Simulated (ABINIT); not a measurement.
Si2W:

```xyz
3
Lattice="-1.6069 1.6069 3.9150 1.6069 -1.6069 3.9150 1.6069 1.6069 -3.9150" Properties=species:S:1:pos:R:3 pbc="T T T"
W     0.0000    0.0000    0.0000
Si    0.0000    0.0000    5.2092
Si    0.0000    0.0000    2.6207
```

Base run:

* Program: ABINIT 10.8.3 (patched build)
* Functional: PBE
* Potentials or basis: PseudoDojo NC SR PBE v0.4.1 standard
* Cutoff: 816 eV
* k mesh: 9 × 9 × 9
* Occupations: fermi-dirac, width 0.05 eV
* Spin: no spin polarisation

Its results: band gap on the k mesh none (metal or under the smearing width); pressure 3.2 GPa; largest force 0.045 eV/Å.

Problem. The run is repeated on the same cell with these changes: functional from PBE to PBEsol; potentials or basis from PseudoDojo NC SR PBE v0.4.1 standard to PseudoDojo NC SR PBEsol v0.4.1 standard; cutoff from 816 eV to 844 eV. What comes out?

Solution. Band gap on the k mesh none (metal or under the smearing width); pressure -2.0 GPa; largest force 0.008 eV/Å.

Caveats: the cutoff is short for stress, so the pressure is rough (some runs).
